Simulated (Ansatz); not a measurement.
**BN under changes of volume**

One of the cells (9.145 Å³/atom); the others are scaled copies at fixed shape and fractional positions:

```
N B
1.0
     1.25112    0.72234    3.37293
    -1.25112    0.72234    3.37293
     0.00000   -1.44467    3.37293
N B
1 1
Direct
  0.66724 0.66724 0.66724
  0.00033 0.00033 0.00033
```

The cell is a database's computed one.

| Property | Result |
| --- | --- |
| Program | Ansatz 0.2.0 |
| Functional | PBEsol |
| Potentials or basis | all-electron LAPW, scalar-relativistic |
| Cutoff | 572 eV (chosen from the basis error) |
| Basis error allowed | 0.0005 eV/atom |
| k mesh | 12 × 12 × 12 |
| Occupations | fermi-dirac, width 0.05 eV |
| Spin | no spin polarisation |

```csv
volume (Å³/atom),energy over the lowest point (meV/atom),pressure (GPa),gap on the mesh (eV),largest force (eV/Å)
8.596,29.59,17.3,4.25,0.002
8.779,13.31,11.3,4.23,0.000
8.962,?,?,?,?
9.145,0.00,0.7,4.18,0.003
9.328,1.87,-3.9,4.16,0.004
9.510,8.77,-8.1,4.14,0.005
9.693,20.26,-12.0,4.11,0.007
```

Q: What does the run at 8.962 Å³/atom give?

A: Energy over the lowest point 3.64 meV/atom; pressure 5.7 GPa; gap on the mesh 4.21 eV; largest force 0.001 eV/Å.

Worked out: A Birch-Murnaghan fit of order 3 (a polynomial in V^(-2/3)) to the other rows has its minimum at 9.17 Å³/atom with B0 = V·E''(V) = 239 GPa and B' = 3.5 at fixed shape and positions, which overstates the stiffness. It gives 3.63 meV/atom at 8.962 Å³/atom, against the run's 3.64, and -dE/dV = 5.7 GPa, against 5.7. A straight line through the other rows of the gap, of slope -1.15 eV per unit of ln V, gives 4.20 eV, against the run's 4.21.

Energies are extrapolated to zero smearing.

A mesh can miss the band edges.
